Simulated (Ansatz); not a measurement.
Crystal: SiC (Moissanite).

```xyz
4
Lattice="3.0760 0.0000 0.0000 -1.5380 2.6639 0.0000 0.0000 0.0000 5.0480" Properties=species:S:1:pos:R:3 pbc="T T T"
Si    1.5380    0.8880    2.5240
Si    0.0000    1.7759    0.0000
C     1.5380    0.8880    4.4675
C     0.0000    1.7759    1.9435
```

| Property | Result |
| --- | --- |
| Program | Ansatz 0.2.0 |
| Task | relaxation of cell and atoms |
| Functional | PBEsol |
| Dispersion | D4 |
| Potentials or basis | Ansatz PAW |
| Cutoff | 420 eV (not typed: the program's choice for these potentials) |
| k mesh | 10 × 10 × 5 |
| Occupations | fermi-dirac, width 0.05 eV |
| Spin | no spin polarisation |

At the start: volume 10.34 Å³/atom.

Problem. Where does the relaxation end?

Solution. It ends after 6 steps and the volume is 10.23 Å³/atom (-1.1 %); space group P6_3mc (No. 186, to 0.05 Å).

Step by step:
| step | energy change (eV) | largest force (eV/Å) | volume (Å³) |
| --- | --- | --- | --- |
| 1 | 0.0000 | 0.7392 | 41.36 |
| 2 | -0.0239 | 0.4459 | 41.13 |
| 3 | -0.0267 | 0.3290 | 40.75 |
| 4 | -0.0398 | 0.0007 | 40.92 |
| 5 | -0.0398 | 0.0000 | 40.91 |
| 6 | -0.0390 | 0.0001 | 40.91 |

Final structure:
```cif
data_structure
_symmetry_space_group_name_H-M 'P 1'
_symmetry_Int_Tables_number 1
_cell_length_a 3.0649
_cell_length_b 3.0649
_cell_length_c 5.0292
_cell_angle_alpha 90.000
_cell_angle_beta 90.000
_cell_angle_gamma 120.000
_cell_volume 40.91
loop_
_atom_site_label
_atom_site_type_symbol
_atom_site_fract_x
_atom_site_fract_y
_atom_site_fract_z
_atom_site_occupancy
Si1 Si 0.66667 0.33333 0.50459 1
Si2 Si 0.33333 0.66667 0.00459 1
C1 C 0.66667 0.33333 0.88041 1
C2 C 0.33333 0.66667 0.38041 1
```

Caveat: the plane-wave basis is chosen anew once the cell has moved, so the energies of steps on either side of that aren't comparable; the PAW data sets come from PBE, with cores solved anew for the run's functional, which leaves a small shift of forces and pressure.
